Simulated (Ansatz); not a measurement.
**TiAl: moving Al off its site**

TiAl, P4/mmm, a = 2.837 Å, c = 4.059 Å (as given, not relaxed at this level: -2.0 GPa). The structure is a COD entry; whether it is the stable form wasn't checked. Ansatz: r2SCAN, PAW, 500 eV, Γ-centred 16×16×12 mesh on 2 atoms, Gaussian smearing 0.15 eV; no spin polarisation.

```xyz
2
Lattice="2.8373 0.0000 0.0000 0.0000 2.8373 0.0000 0.0000 0.0000 4.0591" Properties=species:S:1:pos:R:3 pbc="T T T"
Ti    0.0000    0.0000    0.0000
Al    1.4186    1.4186    2.0295
```

Atom 2 (Al) moves by x along the unit vector (-1.000, 0.000, 0.000), with its periodic images; all else is held. y is the free energy of the cell over the start, F the force along the path summed over the moved atoms. Symmetry makes y even in x.

```tsv
x (Å)	y (meV)	F (eV/Å)
-0.1000	23.76	0.47
-0.0500	5.95	0.24
0.0000	0.00	0.00
0.0125	0.37	-0.06
0.0250	1.49	-0.12
0.0375	3.35	-0.18
0.0625	9.30	-0.30
0.0750	13.38	-0.36
0.0875	?	?
```

Fit y = c2 x² + c4 x⁴ to the energies of the other rows, give the force constant, and predict energy and force of the missing row.

Least squares on the rows shown. y = 2382.7 x² − 667.96 x⁴. The force constant is 2 c2 = 4.77 eV/Å², for the cell as given, at -2.0 GPa (for all images moving together, not for a lone atom). The force −dy/dx at the missing row is -0.42 eV/Å (computed -0.42). At x = 0.0875 the fit asked for gives 18.20 meV. The run gave 18.20 meV, the same to the digits shown.

The energy rises almost purely quadratically, so the Al site is a minimum along this in-plane direction, with no sign of a double well. Because the whole Al sublattice shifts rigidly against Ti, all Al–Al and Ti–Ti distances stay fixed, and the restoring force comes from the Ti–Al contacts between adjacent layers. Half of these shorten and half lengthen. Their odd contributions cancel by symmetry, while short-range repulsion and the hybridisation of Ti d with Al s and p states probably supply most of the stiffness.

The negative quartic term points to a very slight softening, but its contribution is so small that the coefficient is much less certain than the force constant. The missing row lies inside the fitted range, so its agreement confirms a smooth curve rather than testing stronger anharmonicity.

The displacement corresponds to the in-plane optical mode at the zone centre, whose harmonic frequency follows from this curvature and the Ti–Al reduced mass. Stability against modulations that enlarge the cell remains open.
